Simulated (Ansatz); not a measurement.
# Boltzmann transport of Ta at constant τ

Computed with DFT PBE, scalar-relativistic, plane waves, PAW in Ansatz. Plane waves to 420 eV; Γ-centred k mesh 20×20×20; Fermi-Dirac smearing of 0.15 eV. No spin polarisation.

The cell, relaxed at this level:
```
CELL_PARAMETERS angstrom
-1.66091 1.66091 1.66091
1.66091 -1.66091 1.66091
1.66091 1.66091 -1.66091
ATOMIC_POSITIONS crystal
Ta 0.00000 0.00000 0.00000
```

In a metal these results depend on the k mesh and the smearing. Spin–orbit coupling is left out, which matters for heavy elements.

Constant relaxation time and rigid bands. The levels are interpolated over the whole zone and filled by a Fermi function at the stated temperature, with the chemical potential set by the electron count. Seebeck coefficients of a few μV/K are small differences and uncertain even in sign.

(1) Give the Drude plasma energies, the density of states at the chemical potential and σ/τ at 300 K.

(2) And the Seebeck coefficient (μV/K)?

## Answers

(1)
```json
{
  "Plasma energy xx, yy, zz": "8.70, 8.70, 8.70 eV",
  "Density of states (thermally broadened)": "1.31 states/eV/cell",
  "Conductivity over τ, xx, yy, zz": "15.4, 15.4, 15.4 ×10²⁰ (Ω·m·s)⁻¹"
}
```

(2)
```json
{"T (K)": "300", "Sxx": "2.2", "Syy": "2.2", "Szz": "2.2"}
{"T (K)": "600", "Sxx": "4.0", "Syy": "4.0", "Szz": "4.0"}
{"T (K)": "900", "Sxx": "5.0", "Syy": "5.0", "Szz": "5.0"}
```

Cost: 1 run of about 2 core-minutes, on AMD EPYC 7R43 (Zen 3) (shared hosts).